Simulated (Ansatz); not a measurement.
FeO in Ansatz: the effect of starting spin order

FeO:

```xyz
2
Lattice="0.0000 2.1554 2.1554 2.1554 0.0000 2.1554 2.1554 2.1554 0.0000" Properties=species:S:1:pos:R:3 pbc="T T T"
Fe    0.0000    0.0000    0.0000
O     2.1554    2.1554    2.1554
```

Alike in all runs:

| Property | Result |
| --- | --- |
| Program | Ansatz 0.2.0 |
| Task | single point |
| Functional | PBE |
| Potentials or basis | Ansatz PAW |
| Cutoff | 420 eV (not typed: the program's choice for these potentials) |
| k mesh | 11 × 11 × 11 |
| Occupations | fermi-dirac, width 0.05 eV |

```tsv
starting spin order	spin	starting moments	energy over the lowest run (meV/atom)	final net moment (μB)	final largest site moment (μB)
spin off	no spin polarisation	-	?	?	?
fm	collinear spin, ferromagnetic start	[3.0, 0.0] μB	0.0	4.00	3.45
random	collinear spin, random start	[-2.68, 0.0] μB	0.0	-4.00	3.45
ferromagnetic start, larger moments	collinear spin, ferromagnetic start	[4.5, 0.0] μB	0.0	4.00	3.45
```

Question: What does the run with starting spin order spin off give?

Answer: Energy over the lowest run 716.7 meV/atom; final net moment 0.00 μB; final largest site moment 0.00 μB.

Caveats: a cell with one magnetic atom can't hold antiferromagnetic order, which such compounds often take (some runs).
